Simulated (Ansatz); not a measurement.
# HfN/SiC/Hf: conductance against the thickness of the layer, part 4 of 5

Wanted: T(E), the conductance and its decay constant for HfN/SiC/Hf. The lower electrode is HfN rock salt(111), the upper one Hf hcp(0001); the barrier is SiC wurtzite(0001) (whole bilayers). In the first transport cell, after relaxation, the nearest pair of electrode and barrier is Hf–C at 2.21 Å, along the normal, at the lower face and Hf–Si at 2.88 Å, along the normal, at the upper one. All share a net of side 3.09 Å, which strains the lower electrode by -3.5 %, the upper one by -3.4 % and the barrier by +0.0 %, against typed lattice constants near PBE's. The first steps treat the bulk electrodes alone.

Ansatz 0.2.0; PBE DFT, plane waves, PAW files (the session's first sound run).

So far, transmission at the Fermi level (a spin, zone mean): step 5 (the open system: T(E)) 0.00283. Also channels of the lower lead: step 5 1.15.

## 6. Conductance on a fine mesh, atomic planes in the barrier 4, gap between the electrodes 8.25 Å

Level of this step: PBE DFT, plane waves, PAW files; ballistic transmission by layer matching between semi-infinite leads (Ansatz).

System of this step: HfN/SiC/Hf. The cell holds 30 atoms: 19 Hf, 7 N, 2 C and 2 Si. Its edges and angles: a = 3.090 Å, b = 3.090 Å, c = 67.144 Å, α = 90.0°, β = 90.0°, γ = 120.0°. Regions: left electrode, 15 atoms (8 Hf and 7 N); barrier, 4 atoms (2 C and 2 Si); right electrode, 11 atoms (11 Hf). Vacuum lies along c.

The conductance needs T(E) within ten thermal energies of the Fermi level, on steps under 1.5 kT, and a finer mesh (30×30), since the current can rest on few wavevectors.

Input file input.yaml:

```yaml
crystal:
  lattice:
    - [3.09, 0.0, 0.0]
    - [-1.545, 2.6760184977, 0.0]
    - [0.0, 0.0, 67.1442613209]
  atoms:
    - { symbol: Hf, position: [0.33333333, 0.66666667, 0.1042531389] }
    - { symbol: "N", position: [0.66666667, 0.33333333, 0.1245103958] }
    - { symbol: Hf, position: [0.0, 0.0, 0.1447676527] }
    - { symbol: "N", position: [0.33333333, 0.66666667, 0.1650249096] }
    - { symbol: Hf, position: [0.66666667, 0.33333333, 0.1852821665] }
    - { symbol: "N", position: [0.0, 0.0, 0.2055394234] }
    - { symbol: Hf, position: [0.33333333, 0.66666667, 0.2257966804] }
    - { symbol: "N", position: [0.66666667, 0.33333333, 0.2460539373] }
    - { symbol: Hf, position: [0.0, 0.0, 0.2663111942] }
    - { symbol: "N", position: [0.33333333, 0.66666667, 0.2865684511] }
    - { symbol: Hf, position: [0.66666667, 0.33333333, 0.306825708] }
    - { symbol: "N", position: [0.0, 0.0, 0.3270829649] }
    - { symbol: Hf, position: [0.33333333, 0.66666667, 0.3473402219] }
    - { symbol: "N", position: [0.66666667, 0.33333333, 0.3675974788] }
    - { symbol: Hf, position: [0.0, 0.0, 0.3855378563] }
    - { symbol: C, position: [0.0, 0.0, 0.4184435623] }
    - { symbol: Si, position: [0.33333333, 0.66666667, 0.427203307] }
    - { symbol: C, position: [0.33333333, 0.66666667, 0.4559456167] }
    - { symbol: Si, position: [0.0, 0.0, 0.4655866033] }
    - { symbol: Hf, position: [0.0, 0.0, 0.5084430581] }
    - { symbol: Hf, position: [0.33333333, 0.66666667, 0.5467085084] }
    - { symbol: Hf, position: [0.0, 0.0, 0.5854905476] }
    - { symbol: Hf, position: [0.33333333, 0.66666667, 0.6242725868] }
    - { symbol: Hf, position: [0.0, 0.0, 0.663054626] }
    - { symbol: Hf, position: [0.33333333, 0.66666667, 0.7018366652] }
    - { symbol: Hf, position: [0.0, 0.0, 0.7406187044] }
    - { symbol: Hf, position: [0.33333333, 0.66666667, 0.7794007436] }
    - { symbol: Hf, position: [0.0, 0.0, 0.8181827827] }
    - { symbol: Hf, position: [0.33333333, 0.66666667, 0.8569648219] }
    - { symbol: Hf, position: [0.0, 0.0, 0.8957468611] }
kpoints:
  mp_grid: { grid: [12, 12, 1] }
scf:
  occupations: { method: fermi_dirac, width: 0.1 }
  max_iter: 150
hamiltonian:
  xc: pbe
output:
  transmission:
    kmesh: [30, 30]
    e_range: [-0.26, 0.27]
    de: 0.0375
    leads: [[6, 8], [24, 26]]
```

Launch:

```sh
$ ansatz run input.yaml --threads 4 --pin off --max-ram 12288MiB --backend cpu --events-out ev --progress --plain --runs-dir out
```

Numbers of over 12 decimals in the logs are rounded to 6 here.

What it wrote:

```text
[...]
Crystal: 30 atoms, lattice volume = 555.209 Å³
Basis set: ecut = 420 eV, 10821 PW (Γ)
Bands: 327, of which v1, the nominal top of the filled ones, is band 273 counted from 1 (272 counted from 0)
Symmetry: 6 space group operations
[...]
k-points: 19 of 144 (time reversal used)
[...]
SCF iter   1: F=—  HF=-303187.461916 eV  |F-HF|=—  |Δ(HF+E_count)|=         —  Δρ=1.47e-2  dr2=2.19e2  ethr=1.77e-3  ⟨swp⟩=6.9  Hψ=22399  notcnv=0  defer=235
[...]
SCF iter  11: F=-303186.550498 eV  HF=-303186.550498 eV  |F-HF|=6.96e-8  |Δ(HF+E_count)|=   1.68e-8  Δρ=1.21e-6  dr2=8.80e-8  ethr=1.83e-11  ⟨swp⟩=13.3  Hψ=23390  notcnv=0
SCF 1 converged in 11 iterations: F = -303186.550498 eV  dr2 = 8.80e-8
[...]
transmission: 407 of 4004 steps passed
transmission: 803 of 4004 steps passed
[...]
transmission: 4004 of 4004 steps passed
SCF converged after 11 iterations
Free energy (F): -303186.550498 eV
[...]
Internal energy: -303185.935772 eV  (E = F + TS)
E sigma→0 (E₀):  -303186.243135 eV
Entropy (-TS):   -0.614726 eV (-20.491 meV/atom)
Fermi energy:    16.554543 eV
[...]
--- Band table (eV; the first three rows and the last of 19) ---
  k-point 0: bands = [... 269 lower, 16.8270, 16.8902, 16.9157, 16.9754, 16.9754, 17.1005, 17.2922, 17.3928, ... 50 higher]
  k-point 1: bands = [... 269 lower, 16.8263, 16.8687, 16.8703, 16.9344, 17.0946, 17.1620, 17.1986, 17.2152, ... 50 higher]
  k-point 2: bands = [... 269 lower, 16.5924, 16.6500, 16.7128, 16.8136, 16.8641, 16.9446, 16.9605, 17.0927, ... 50 higher]
  k-point 18: bands = [... 269 lower, 16.4725, 16.4873, 16.5077, 16.5648, 16.5722, 16.6418, 16.6735, 16.6772, ... 50 higher]
--- Transmission ---
  basis      : 73 plane waves across, 44 finite elements along
  points     : 91, standing for a mesh of 30 x 30
  filling    : by the input's occupations and mesh, since the crystals that have channels conduct as metals do. If one of these is a semiconductor, that mesh has misplaced its level
[...]
filled         : 34.1 meV under the level at which it is neutral
    channels       : 1.166667e0 a spin
    conductance    : 1.0913e15 S/m² at 300 K; may be off by some 0.0 % by where its bands' edges are placed, 3.2 % from the k-mesh, 2.1 % from the distance to neutral
    slowest decay  : 0.2091 /Å at (0.3333, 0.3000)
[...]
filled         : 32.2 meV under the level at which it is neutral
    channels       : 6.200000e-1 a spin
[...]
slowest decay  : 0.0150 /Å at (0.1667, 0.0667)
  junction   : crystal 0 to crystal 1, 17.71 to 43.92 Å
    transmission   : 3.969305e-2 a spin
    conductance    : 4.0002e13 S/m² at 300 K (3.9445e13 on every other point, 4.0401e13 on every other energy)
    error estimate : 1.0 % from the energy spacing and 0.5 % from band edges of the leads and from resonances (wavevectors taken as independent; lower de), 32.8 % from the k-mesh, 32.1 % from the steps of its leads' Hamiltonians or their offsets (lay more layers), 23.8 % from the distance to neutral
    resistance     : 2.3692e-2 Ω µm² beyond half of each lead's own
```

The job ended after 5.1 min (4 threads of Arm Neoverse V2, shared host; peak memory 4.9 GiB; 19 min of CPU time).

This step gave:

```
free energy                                         : -303186.5505 eV
Fermi energy                                        : 16.55 eV
transmission at the Fermi level (a spin, zone mean) : 0.03969
channels of the lower lead                          : 1.167
channels of the upper lead                          : 0.62
potential step in the lower lead                    : 15.2 meV
ballistic conductance of the lower lead             : 1.09e15 S/m²
potential step in the upper lead                    : 29 meV
ballistic conductance of the upper lead             : 5.89e14 S/m²
junction conductance                                : 4.00e13 S/m²
error estimates by source, in the log's order       : 1, 0.5, 32.8, 32.1, 23.8 %
resistance-area product beyond the leads            : 0.02369 Ω um²
```

One spin. The transmission, zone mean by energy, zero at the Fermi level:

| energy (eV) | transmission, zone mean |
| --- | --- |
| -0.260 | 0.0308 |
| -0.223 | 0.0245 |
| -0.185 | 0.0243 |
| -0.147 | 0.0243 |
| -0.110 | 0.0245 |
| -0.072 | 0.0274 |
| -0.035 | 0.0323 |
| 0.003 | 0.0397 |
| 0.040 | 0.0509 |
| 0.077 | 0.0669 |
| 0.115 | 0.0835 |
| 0.152 | 0.104 |
| 0.190 | 0.140 |
| 0.228 | 0.189 |
| 0.265 | 0.185 |

One spin. The open channels, zone mean by energy, zero at the Fermi level:

| energy (eV) | lower lead | upper lead |
| --- | --- | --- |
| -0.260 | 1.09 | 0.542 |
| -0.223 | 1.10 | 0.549 |
| -0.185 | 1.12 | 0.509 |
| -0.147 | 1.12 | 0.522 |
| -0.110 | 1.14 | 0.562 |
| -0.072 | 1.13 | 0.607 |
| -0.035 | 1.12 | 0.613 |
| 0.003 | 1.17 | 0.62 |
| 0.040 | 1.19 | 0.593 |
| 0.077 | 1.21 | 0.693 |
| 0.115 | 1.25 | 0.8 |
| 0.152 | 1.31 | 0.9 |
| 0.190 | 1.33 | 1 |
| 0.228 | 1.33 | 1.19 |
| 0.265 | 1.33 | 1.22 |

Transmission over k1 and k2. At 0.0025 eV from the Fermi level.

Ten even steps from '0' (0.000) to '9' (0.754), each cell a mean:
```
000000000000000000000164720000
000000000000000000000027441000
000000000000000000000111010110
100000000000000000000257000363
200000000000000000000135630394
100000000000000000000001641145
100000000000000000000000110001
000000000000000000000000000000
000000000000000000000000000000
000000000000000000000000000000
000000000000000000000000000000
000000000000000000000000000000
000000000000000000000000000000
000000000000000000000000000000
100000100000000000000000000000
253013500000000000000000000000
139404831000000000000000000000
157200086200000000000000000000
002200012100000000000000000000
000014261000000000000000000000
000003865100000000000000000000
000000412200000000000200200000
```
Columns: k1 (b1) from -0.5 to 0.467; rows upwards: k2 (b2) from -0.5 to 0.467.

G = 4.0e13 S/m² (1/G = 0.0250 Ω µm²). The largest error estimate is 33 %, from the mesh across the current. In the worse lead the potential repeats within 29 meV, which the program flags as too much for a lead, so G carries that doubt. By hand, Landauer's formula with T at one energy: G = (e²/h) ΣT / A = 3.874e-5 S × 0.0794 / 8.269 Å² = 3.7e13 S/m², with T summed over both spins. The printed value averages T over the Fermi window and is 1.1 times this.

## 7. Conductance, 34 atoms

System of this step: HfN/SiC/Hf. The cell holds 34 atoms: 19 Hf, 7 N, 4 C and 4 Si. Cell: a = 3.090 Å, b = 3.090 Å, c = 72.217 Å, α = 90.0°, β = 90.0°, γ = 120.0°. Regions: left electrode, 15 atoms (8 Hf and 7 N); barrier, 8 atoms (4 C and 4 Si); right electrode, 11 atoms (11 Hf). Vacuum lies along c.

Barrier layers are added or taken out in the middle, and the relaxed faces stay.

Input file input.yaml:

```yaml
crystal:
  lattice:
    - [3.09, 0.0, 0.0]
    - [-1.545, 2.6760184977, 0.0]
    - [0.0, 0.0, 72.2172309285]
  atoms:
    - { symbol: Hf, position: [0.33333333, 0.66666667, 0.0969297758] }
    - { symbol: "N", position: [0.66666667, 0.33333333, 0.115764042] }
    - { symbol: Hf, position: [0.0, 0.0, 0.1345983082] }
    - { symbol: "N", position: [0.33333333, 0.66666667, 0.1534325744] }
    - { symbol: Hf, position: [0.66666667, 0.33333333, 0.1722668406] }
    - { symbol: "N", position: [0.0, 0.0, 0.1911011068] }
    - { symbol: Hf, position: [0.33333333, 0.66666667, 0.209935373] }
    - { symbol: "N", position: [0.66666667, 0.33333333, 0.2287696392] }
    - { symbol: Hf, position: [0.0, 0.0, 0.2476039054] }
    - { symbol: "N", position: [0.33333333, 0.66666667, 0.2664381716] }
    - { symbol: Hf, position: [0.66666667, 0.33333333, 0.2852724378] }
    - { symbol: "N", position: [0.0, 0.0, 0.304106704] }
    - { symbol: Hf, position: [0.33333333, 0.66666667, 0.3229409702] }
    - { symbol: "N", position: [0.66666667, 0.33333333, 0.3417752364] }
    - { symbol: Hf, position: [0.0, 0.0, 0.3584553747] }
    - { symbol: C, position: [0.0, 0.0, 0.3890495874] }
    - { symbol: Si, position: [0.33333333, 0.66666667, 0.3971939954] }
    - { symbol: C, position: [0.33333333, 0.66666667, 0.4239172735] }
    - { symbol: Si, position: [0.0, 0.0, 0.4324522984] }
    - { symbol: C, position: [0.0, 0.0, 0.4589940357] }
    - { symbol: Si, position: [0.33333333, 0.66666667, 0.4676241211] }
    - { symbol: C, position: [0.33333333, 0.66666667, 0.4941632459] }
    - { symbol: Si, position: [0.0, 0.0, 0.503126992] }
    - { symbol: Hf, position: [0.0, 0.0, 0.5429729535] }
    - { symbol: Hf, position: [0.33333333, 0.66666667, 0.57855041] }
    - { symbol: Hf, position: [0.0, 0.0, 0.6146081672] }
    - { symbol: Hf, position: [0.33333333, 0.66666667, 0.6506659243] }
    - { symbol: Hf, position: [0.0, 0.0, 0.6867236814] }
    - { symbol: Hf, position: [0.33333333, 0.66666667, 0.7227814386] }
    - { symbol: Hf, position: [0.0, 0.0, 0.7588391957] }
    - { symbol: Hf, position: [0.33333333, 0.66666667, 0.7948969528] }
    - { symbol: Hf, position: [0.0, 0.0, 0.83095471] }
    - { symbol: Hf, position: [0.33333333, 0.66666667, 0.8670124671] }
    - { symbol: Hf, position: [0.0, 0.0, 0.9030702242] }
kpoints:
  mp_grid: { grid: [12, 12, 1] }
scf:
  occupations: { method: fermi_dirac, width: 0.1 }
  max_iter: 150
hamiltonian:
  xc: pbe
output:
  transmission:
    kmesh: [30, 30]
    e_range: [-0.26, 0.27]
    de: 0.0375
    leads: [[6, 8], [28, 30]]
```

What it wrote:

```text
[...]
Crystal: 34 atoms, lattice volume = 597.157 Å³
Basis set: ecut = 420 eV, 11605 PW (Γ)
Bands: 337, of which v1, the nominal top of the filled ones, is band 281 counted from 1 (280 counted from 0)
Symmetry: 6 space group operations
[...]
k-points: 19 of 144 (time reversal used)
[...]
SCF iter   1: F=—  HF=-304961.687464 eV  |F-HF|=—  |Δ(HF+E_count)|=         —  Δρ=1.41e-2  dr2=2.37e2  ethr=1.77e-3  ⟨swp⟩=6.9  Hψ=23733  notcnv=0  defer=257
[...]
SCF iter  11: F=-304960.783575 eV  HF=-304960.783575 eV  |F-HF|=7.03e-8  |Δ(HF+E_count)|=   3.61e-8  Δρ=1.34e-6  dr2=9.66e-8  ethr=1.78e-11  ⟨swp⟩=13.1  Hψ=26502  notcnv=0
SCF 1 converged in 11 iterations: F = -304960.783575 eV  dr2 = 9.66e-8
[...]
transmission: 461 of 4550 steps passed
transmission: 911 of 4550 steps passed
[...]
transmission: 4550 of 4550 steps passed
SCF converged after 11 iterations
Free energy (F): -304960.783575 eV
[...]
Internal energy: -304960.171887 eV  (E = F + TS)
E sigma→0 (E₀):  -304960.477731 eV
Entropy (-TS):   -0.611687 eV (-17.991 meV/atom)
Fermi energy:    16.078975 eV
[...]
--- Band table (eV; the first three rows and the last of 19) ---
  k-point 0: bands = [... 277 lower, 16.3510, 16.4181, 16.4326, 16.4991, 16.4991, 16.6232, 16.8155, 16.9130, ... 52 higher]
  k-point 1: bands = [... 277 lower, 16.3508, 16.3931, 16.3933, 16.4573, 16.6174, 16.6853, 16.7219, 16.7395, ... 52 higher]
  k-point 2: bands = [... 277 lower, 16.1161, 16.1740, 16.2359, 16.3362, 16.3865, 16.4688, 16.4826, 16.6163, ... 52 higher]
  k-point 18: bands = [... 277 lower, 15.9953, 16.0097, 16.0284, 16.0791, 16.0921, 16.1665, 16.1756, 16.1973, ... 52 higher]
--- Transmission ---
  basis      : 73 plane waves across, 50 finite elements along
  points     : 91, standing for a mesh of 30 x 30
[...]
filled         : 34.7 meV under the level at which it is neutral
    channels       : 1.166667e0 a spin
[...]
slowest decay  : 0.2094 /Å at (0.3333, 0.3000)
[...]
filled         : 32.1 meV under the level at which it is neutral
    channels       : 6.200000e-1 a spin
[...]
slowest decay  : 0.0150 /Å at (0.1667, 0.0667)
  junction   : crystal 0 to crystal 1, 17.71 to 48.99 Å
    transmission   : 3.547676e-3 a spin
[...]
resistance     : 2.7879e-1 Ω µm² beyond half of each lead's own
```

The job ended after 6.6 min (4 threads; peak memory 5.3 GiB).

Numbers from this step:

```yaml
free_energy: -304960.7836 eV
fermi_energy: 16.08 eV
transmission_at_the_fermi_level_a_spin_zone_mean: 0.003548
potential_step_in_the_lower_lead: 15.6 meV
potential_step_in_the_upper_lead: 29.2 meV
junction_conductance: 3.57e12 S/m²
error_estimates_by_source_in_the_log_s_order: 2.3, 0.4, 43, 35.4, 23.4 %
resistance_area_product_beyond_the_leads: 0.2788 Ω um²
```

One spin. Table of transmission, zone mean by energy, zero at the Fermi level:

| energy (eV) | transmission, zone mean |
| --- | --- |
| -0.260 | 0.00341 |
| -0.223 | 0.00275 |
| -0.185 | 0.00280 |
| -0.147 | 0.00254 |
| -0.110 | 0.00233 |
| -0.072 | 0.00250 |
| -0.035 | 0.00278 |
| 0.003 | 0.00355 |
| 0.040 | 0.00476 |
| 0.077 | 0.00591 |
| 0.115 | 0.00629 |
| 0.152 | 0.00708 |
| 0.190 | 0.0110 |
| 0.228 | 0.0230 |
| 0.265 | 0.0309 |

One spin. Open channels, zone mean against energy, zero at the Fermi level:

(Unchanged from step 6.)

Transmission over k1 and k2. At 0.0025 eV from the Fermi level; zeros and values more than six decades under the largest are shown at that floor.

log10 of the mean of each cell; the least values stand at a floor. Values, 12 rows by 16 columns:
```
-7.0 -7.0 -7.0 -7.0 -7.0 -7.0 -7.0 -7.0 -7.0 -7.0 -3.6 -1.9 -1.3 -1.5 -2.7 -4.4
-7.0 -7.0 -7.0 -7.0 -7.0 -7.0 -7.0 -7.0 -7.0 -7.0 -3.8 -2.1 -1.8 -2.4 -1.9 -2.1
-2.5 -7.0 -7.0 -7.0 -7.0 -4.8 -3.9 -7.0 -7.0 -7.0 -7.0 -2.1 -1.4 -1.6 -1.8 -1.3
-2.5 -7.0 -7.0 -7.0 -3.5 -3.2 -3.7 -3.8 -3.1 -5.0 -7.0 -7.0 -2.5 -2.0 -2.4 -2.0
-7.0 -7.0 -7.0 -7.0 -3.5 -4.0 -3.4 -3.0 -3.2 -3.7 -3.7 -7.0 -7.0 -7.0 -7.0 -7.0
-7.0 -7.0 -7.0 -7.0 -3.5 -3.3 -3.2 -2.3 -2.1 -2.9 -3.8 -3.1 -7.0 -7.0 -7.0 -7.0
-7.0 -7.0 -7.0 -7.0 -7.0 -3.9 -3.8 -3.1 -2.3 -2.7 -3.8 -3.7 -4.5 -7.0 -7.0 -7.0
-3.7 -3.7 -3.6 -7.0 -7.0 -4.8 -3.7 -3.8 -3.6 -3.7 -4.1 -3.6 -4.0 -7.0 -7.0 -7.0
-1.8 -1.6 -1.9 -1.6 -2.9 -7.0 -7.0 -7.0 -3.1 -3.7 -3.6 -3.2 -7.0 -7.0 -7.0 -7.0
-1.8 -1.3 -2.2 -1.6 -1.5 -2.5 -7.0 -7.0 -7.0 -7.0 -7.0 -7.0 -7.0 -7.0 -7.0 -7.0
-3.7 -2.5 -2.0 -1.6 -1.8 -2.8 -7.0 -7.0 -7.0 -7.0 -7.0 -7.0 -7.0 -7.0 -7.0 -7.0
-7.0 -4.4 -2.4 -1.5 -1.7 -2.4 -7.0 -7.0 -7.0 -7.0 -7.0 -2.5 -2.8 -2.8 -7.0 -7.0
```
Columns: k1 (b1) from -0.5 to 0.467; rows upwards: k2 (b2) from -0.5 to 0.467.

G = 3.6e12 S/m² (1/G = 0.280 Ω µm²), 0.089 times the step before of this kind. The largest error estimate is 43 %, from the mesh across the current. In the worse lead the potential repeats within 29 meV, which the program flags as too much for a lead, so G carries that doubt.

(Continued in part 5 of 5.)

[Logs are printed without paths, hosts, clocks, repeated set-up lines and the standing remarks that a program may print on its own settings, such as how far it seeks lower states.]

[Hosts, paths, dates, database ids (printed as entryN), source tags and the programs' standing remarks are cut or masked in the printed files.]
